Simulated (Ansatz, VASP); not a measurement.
# One calculation of GaN, two programs

```
Ga N
1.0
     0.00000    2.13524    2.13524
     2.13524    0.00000    2.13524
     2.13524    2.13524    0.00000
Ga N
1 1
Direct
  0.00000 0.00000 0.00000
  0.50000 0.50000 0.50000
```

Measurements of this composition are mostly on another form, of space group No. 186.

Alike in both runs: task single point; functional LDA; k mesh 8 × 8 × 8; no spin polarisation.

|  | VASP | Ansatz |
| --- | --- | --- |
| version | VASP 6.6.1 | Ansatz 0.2.0 |
| potentials or method | VASP PAW LDA potentials, release 64 (Ga_d, N) | plane waves, PAW |
| plane-wave cutoff (eV) | 520 | 571 |
| occupations | gaussian, width 0.01 eV | fixed |
| valence electrons in the cell | 18 | 18 |

VASP gave:

* gap on the k mesh at the Fermi level (eV): 0.24
* pressure (GPa): -12.6

Q: Which values does Ansatz return?

A: gap on the k mesh at the Fermi level (eV): 0.22; pressure (GPa): -13.8.
